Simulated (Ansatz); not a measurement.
# Si: energy along a strain

Si, Fd-3m, a = 5.431 Å (as given, not relaxed at this level: 2.0 GPa). Ansatz: PBE, PAW, 420 eV, Γ-centred 10×10×10 mesh on 2 atoms, Gaussian smearing 0.05 eV; no spin polarisation. Cell vectors (Å): 0.000 2.715 2.715; 2.715 0.000 2.715; 2.715 2.715 0.000. The cell is strained by x per cent times the pattern (0 0 1 0 0 0) in the order xx yy zz yz xz xy (engineering shears), with fractional coordinates held. y is the free energy over the start, V0 = 20.023 Å³/atom. Points with a strain past 8.5 % were computed too (3) and aren't used here.

```
x (%) y (meV/atom)
-7.50         77.39
-5.00         38.42
-2.50         12.69
 0.00          0.00
 2.50             ?
 5.00         11.87
 7.50         35.15
```

Problem. Fit y = c1 x + c2 x² + c3 x³ to the other rows, get the stiffness along the pattern, and predict the missing energy.

Solution. Least squares on the rows shown. y = −2.5304 x + 1.0013 x² − 0.0050717 x³. The clamped-ion stiffness p·C·p = 2 × 10.01 eV × 160.2 / 20.023 Å³ = 160 GPa, which is C33 in these axes (C11 of the cubic crystal) (second derivative at the start, which stands under stress). At x = 2.50 the fit asked for gives -0.15 meV/atom. The run gave -0.07 meV/atom, so the fit is 0.08 meV/atom too low, within twice the rms miss on the fitted rows (0.08 meV/atom).

The curve's lopsidedness comes mostly from the linear term, not from anharmonicity. PBE favours a slightly larger silicon lattice than the one imposed, so the crystal starts compressed and gains energy when first stretched along the axis. The near-zero energy at 2.50 % is therefore a cancellation between released stress and elastic cost, not a sign of a soft lattice. The curvature reflects the directional sp³ network, in which this strain both changes bond lengths and bends bond angles. The small negative cubic term fits the usual anharmonicity of covalent bonds, which stiffen in compression and soften in tension.

Holding the fractional coordinates costs nothing here: a strain along a cube axis leaves each atom on a site where symmetry forbids an internal displacement. The 160 GPa is thus also the relaxed-ion value for this cell, and it lies close to the known stiffness of silicon. That equivalence would not carry over to the shear constant C44, where the two sublattices shift against each other and lower the stiffness.
